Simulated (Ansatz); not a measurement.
Runs of Ansatz 0.2.0 on Hf. The typed cell holds 1 atom: a = 3.078 Å, b = 3.058 Å, c = 3.476 Å, α = 55.73°, β = 55.49°, γ = 61.24°. This isn't the form of Hf at room conditions, which is hcp.

```tsv
level	gap on the mesh (eV)	pressure (GPa)	relaxed volume (Å³/atom)
PBE+D4	none	0.0	(a)
PBE+D3(BJ)-ATM	none	0.0	21.90
PBE+D3(BJ)	none	0.0	21.80
PBE	none	0.0	22.53
```

Alike in all rows: task relaxation of cell and atoms; potentials or basis Ansatz PAW; no spin polarisation; cell relaxed from: cell sheared at random, sigma 0.06, atoms nudged by 0.01 Å; k mesh 11 × 11 × 10; cutoff (eV) 420; smearing fermi-dirac 0.05 eV.

Question: Fill in the values left out.

Answer: (a) 22.20.

Caveats: the plane-wave basis is chosen anew once the cell has moved, so the energies of steps on either side of that aren't comparable; pairwise dispersion overbinds metals, which lowers pressure and volume (some runs).

A k mesh can miss the band edges, and the runs leave out spin-orbit coupling on Hf.

A gap of «none» marks a metal or a gap under the smearing width.
